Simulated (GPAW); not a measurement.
SnTe, 2 atoms in the cell. It takes space group Fm-3m (No. 225, cubic). The conventional cell has a = 6.302 Å, b = 6.302 Å, c = 6.302 Å, α = 90.00°, β = 90.00°, γ = 90.00°. Around Te (site symmetry m-3m) lie 6 Sn at 3.15 Å. Sn (site symmetry m-3m) is surrounded by 6 Te at 3.15 Å. 

```yaml
Program: GPAW 26.7.0
Task: equation of state
Functional: PBE
Potentials_or_basis: GPAW PAW data sets (gpaw-data 1.2.1)
Basis: fd
Grid_spacing: 0.16 Å
k_mesh: 6 × 6 × 6
Occupations: fermi-dirac, width 0.05 eV
Spin: no spin polarisation
Maxiter: 150
Eos_scales: "[0.94, 0.96, 0.98, 1.0, 1.02, 1.04, 1.06]"
```

Potentials or basis: GPAW PAW data sets (gpaw-data 1.2.1), fd.

Launch:

```sh
$ OMP_NUM_THREADS=1 python run.py
```

Hardware: 1 thread of Arm Neoverse V1, with other jobs on the host.

Q: How long does it take, and how much memory?

A: Run time: 3.5 min on 1 thread of Arm Neoverse V1, on a shared host, peak memory 0.72 GiB. Counts: scf iterations 66, bands 19, k points 16.
